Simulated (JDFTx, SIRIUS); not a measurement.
## One calculation of GaP, 3 ways

```
Ga P
1.0
     0.00000    2.72525    2.72525
     2.72525    0.00000    2.72525
     2.72525    2.72525    0.00000
Ga P
1 1
Direct
  0.00000 0.00000 0.00000
  0.75000 0.75000 0.75000
```

Alike in all runs: task single point; functional PBEsol; k mesh 8 × 8 × 8; occupations fermi-dirac, width 0.05 eV; no spin polarisation; no spin-orbit coupling. Pressure is positive in compression and, in plane waves, holds the error of the finite cutoff.

```csv
program and potentials,plane-wave cutoff (eV),notes,band gap (eV),pressure (GPa)
"JDFTx, PseudoDojo-SR-PBEsol-0.4.1-standard with smoothed tails",1088,-,1.52,-0.52
"SIRIUS, PseudoDojo 0.4.1 PBE standard (scalar relativistic)",1102,potentials made for PBE,1.50,-0.17
"JDFTx, PseudoDojo-SR-PBEsol-0.4.1-standard",1088,-,1.52,-0.52
```

The band gap spans 1.50 (SIRIUS, PseudoDojo 0.4.1 PBE standard (scalar relativistic)) to 1.52 eV (JDFTx, PseudoDojo-SR-PBEsol-0.4.1-standard). The pressure spans -0.52 (JDFTx, PseudoDojo-SR-PBEsol-0.4.1-standard) to -0.17 GPa (SIRIUS, PseudoDojo 0.4.1 PBE standard (scalar relativistic)). The gap is indirect and read on the mesh alone.

Differences between rows come from potentials, basis sets and numerical settings, since the functional is the same but for its coding. Runs on potential files found faulty are left out.
